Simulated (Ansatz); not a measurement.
Consider the substitution at a C–C bond: `CCCC(O)CC` + `O[Si](O)(O)O` → `CCO[Si](O)(O)O` + `CCCCO`.

Gas-phase electronic energies from Ansatz, PBE0-D4/def2-TZVP geometries. CCSD(T)/CBS is the MP2 limit (def2-TZVPP, def2-QZVPP) plus CCSD(T) − MP2 in def2-TZVPP, frozen cores. This one scheme is used for every species. DFT in def2-TZVPP. One conformer a species, not always the lowest.

| species | ωB97M-V energy (Eh) |
| --- | --- |
| `CCCC(O)CC` | -312.25425 |
| `O[Si](O)(O)O` | -593.07317 |
| `CCO[Si](O)(O)O` | -671.66806 |
| `CCCCO` | -233.63772 |

Problem. Work out ΔE.

Solution. ΔE = (-671.66806) + (-233.63772) − (-312.25425) − (-593.07317) = 0.02164 Eh = +56.8 kJ/mol. CCSD(T)/CBS gives +60.2 kJ/mol.

Largest T1 diagnostic among the species: 0.011.

In def2-TZVPP, CCSD(T) changes the Hartree–Fock value by +17.2 kJ/mol (the triples alone add +1.8 kJ/mol) and MP2 by +23.5 kJ/mol.
